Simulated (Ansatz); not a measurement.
**Relaxing In5O8**

These are results of DFT PBE, scalar-relativistic, plane waves, PAW (Ansatz 0.2.0), not measurements. Run with 420 eV cutoff, 2×2×2 k-mesh, shifted by half a step, Gaussian smearing of 0.01 eV, collinear spin.

What was changed: In vacancy (site c), charge +0, atoms relaxed at the host's cell.

In a supercell of 39 atoms the defect feels its periodic images.

Command:

```bash
ansatz run input.yaml --threads 4 --pin off --max-ram 10240MiB --backend cpu --events-out ev --progress --plain --runs-dir out
```

Input:

```yaml
crystal:
  lattice:
    - [-5.575235333, -3.2188636203, 4.9190313857]
    - [5.575235333, -3.2188636203, 4.9190313857]
    - [0.0, 6.4377272406, 4.9190313857]
  atoms:
    - { symbol: In, position: [0.1427970982, 0.1427970982, 0.6427970982] }
    - { symbol: In, position: [0.1427970982, 0.6427970982, 0.1427970982] }
    - { symbol: In, position: [0.6427970982, 0.1427970982, 0.1427970982] }
    - { symbol: In, position: [0.8572029018, 0.8572029018, 0.8572029018] }
    - { symbol: In, position: [0.3572029018, 0.3572029018, 0.8572029018] }
    - { symbol: In, position: [0.3572029018, 0.8572029018, 0.3572029018] }
    - { symbol: In, position: [0.8572029018, 0.3572029018, 0.3572029018] }
    - { symbol: In, position: [0.3572029018, 0.3572029018, 0.3572029018] }
    - { symbol: In, position: [0.8572029018, 0.8572029018, 0.3572029018] }
    - { symbol: In, position: [0.8572029018, 0.3572029018, 0.8572029018] }
    - { symbol: In, position: [0.3572029018, 0.8572029018, 0.8572029018] }
    - { symbol: In, position: [0.1427970982, 0.1427970982, 0.1427970982] }
    - { symbol: In, position: [0.6427970982, 0.6427970982, 0.1427970982] }
    - { symbol: In, position: [0.6427970982, 0.1427970982, 0.6427970982] }
    - { symbol: In, position: [0.1427970982, 0.6427970982, 0.6427970982] }
    - { symbol: O, position: [0.6017163989, 0.25, 0.3982836011] }
    - { symbol: O, position: [0.1017163989, 0.75, 0.3982836011] }
    - { symbol: O, position: [0.1017163989, 0.25, 0.8982836011] }
    - { symbol: O, position: [0.5895931047, 0.7509180677, 0.9021212303], spin: 0.167 }
    - { symbol: O, position: [0.25, 0.3982836011, 0.6017163989] }
    - { symbol: O, position: [0.7508934727, 0.890754945, 0.6145927656], spin: 0.167 }
    - { symbol: O, position: [0.75, 0.3982836011, 0.1017163989] }
    - { symbol: O, position: [0.25, 0.8982836011, 0.1017163989] }
    - { symbol: O, position: [0.3982836011, 0.6017163989, 0.25] }
    - { symbol: O, position: [0.8982836011, 0.1017163989, 0.25] }
    - { symbol: O, position: [0.8937734604, 0.6009612726, 0.7547386762], spin: 0.167 }
    - { symbol: O, position: [0.3982836011, 0.1017163989, 0.75] }
    - { symbol: O, position: [0.3956006786, 0.7373507376, 0.6071617344], spin: 0.167 }
    - { symbol: O, position: [0.8982836011, 0.25, 0.6017163989] }
    - { symbol: O, position: [0.8982836011, 0.75, 0.1017163989] }
    - { symbol: O, position: [0.3982836011, 0.25, 0.1017163989] }
    - { symbol: O, position: [0.5929493549, 0.3991887092, 0.7565081397], spin: 0.167 }
    - { symbol: O, position: [0.1017163989, 0.8982836011, 0.75] }
    - { symbol: O, position: [0.1017163989, 0.3982836011, 0.25] }
    - { symbol: O, position: [0.6017163989, 0.8982836011, 0.25] }
    - { symbol: O, position: [0.7484005296, 0.6076107033, 0.3988762721], spin: 0.167 }
    - { symbol: O, position: [0.25, 0.1017163989, 0.3982836011] }
    - { symbol: O, position: [0.25, 0.6017163989, 0.8982836011] }
    - { symbol: O, position: [0.75, 0.1017163989, 0.8982836011] }
  host:
    lattice:
      - [2.7876176665, 1.6094318101, 4.9190313857]
      - [-2.7876176665, 1.6094318101, 4.9190313857]
      - [0.0, -3.2188636203, 4.9190313857]
    atoms:
      - { symbol: In, position: [0.6427970982, 0.6427970982, 0.6427970982] }
      - { symbol: In, position: [0.8572029018, 0.8572029018, 0.8572029018] }
      - { symbol: In, position: [0.3572029018, 0.3572029018, 0.3572029018] }
      - { symbol: In, position: [0.1427970982, 0.1427970982, 0.1427970982] }
      - { symbol: O, position: [0.0465672022, 0.75, 0.4534327978] }
      - { symbol: O, position: [0.75, 0.4534327978, 0.0465672022] }
      - { symbol: O, position: [0.4534327978, 0.0465672022, 0.75] }
      - { symbol: O, position: [0.9534327978, 0.25, 0.5465672022] }
      - { symbol: O, position: [0.5465672022, 0.9534327978, 0.25] }
      - { symbol: O, position: [0.25, 0.5465672022, 0.9534327978] }
basis:
  ecutwfc: 420
  xc_grid: 2
kpoints:
  mp_grid: { grid: [2, 2, 2], shift: [0.5, 0.5, 0.5] }
hamiltonian:
  xc: pbe
scf:
  occupations: { method: gaussian, width: 0.01 }
output:
  forces: true
  stress: false
  eigenvalues: true
  populations: true
  charged_corrections:
    defect_position: [0.6427971, 0.6427971, 0.6427971]
    epsilon: [[12.976, 0.0, 0.0], [0.0, 12.976, 0.0], [0.0, 0.0, 16.5157]]
  write_density: true
  write_potential: true
  elf: true
  volumetric_format: npy
magnetization:
  spin_polarized: true
relax:
  adjacent_minimum: "off"
  f_tol: 0.025
  max_steps: 45
```

F is the free energy.

Steps:

| step | F − F(1) (eV) | largest force component (eV/Å) |
| --- | --- | --- |
| 1 | 0.0000 | 1.361 |
| 2 | -0.8180 | 0.833 |
| 3 | -0.9553 | 0.341 |
| 4 | -0.9815 | 0.298 |
| 5 | -1.0271 | 0.044 |
| 6 | -1.0284 | 0.011 |

Relaxed structure:

```
CELL_PARAMETERS angstrom
-5.57524 -3.21886 4.91903
5.57524 -3.21886 4.91903
0.00000 6.43773 4.91903
ATOMIC_POSITIONS crystal
In 0.14198 0.14077 0.64532
In 0.14031 0.64412 0.14356
In 0.64372 0.14233 0.14195
In 0.84096 0.84138 0.84263
In 0.35256 0.35613 0.86202
In 0.35570 0.86079 0.35412
In 0.86040 0.35294 0.35734
In 0.35575 0.35615 0.35731
In 0.85222 0.85704 0.36528
In 0.85666 0.36403 0.85386
In 0.36365 0.85262 0.85831
In 0.14041 0.14085 0.14203
In 0.63891 0.63779 0.14652
In 0.63739 0.14531 0.64052
In 0.14491 0.63927 0.63896
O 0.60211 0.25482 0.39777
O 0.09884 0.75052 0.39567
O 0.09935 0.25000 0.89909
O 0.59971 0.75485 0.91634
O 0.25448 0.39656 0.60369
O 0.75453 0.91513 0.60138
O 0.75014 0.39446 0.10048
O 0.24954 0.89791 0.10094
O 0.39615 0.60252 0.25603
O 0.89750 0.09972 0.25121
O 0.91474 0.60014 0.75613
O 0.39408 0.09926 0.75176
O 0.37287 0.76939 0.60419
O 0.90096 0.25463 0.60261
O 0.89608 0.75050 0.09966
O 0.39731 0.24682 0.10480
O 0.60258 0.37331 0.77054
O 0.09814 0.89650 0.75160
O 0.10318 0.39770 0.24802
O 0.60099 0.90134 0.25585
O 0.76890 0.60296 0.37456
O 0.24645 0.10358 0.39890
O 0.25419 0.60140 0.90253
O 0.75006 0.09846 0.89771
```

The run converged. The run took 6.7 min on 4 threads of Arm Neoverse V2, with other jobs on the host, peak memory 2.5 GiB.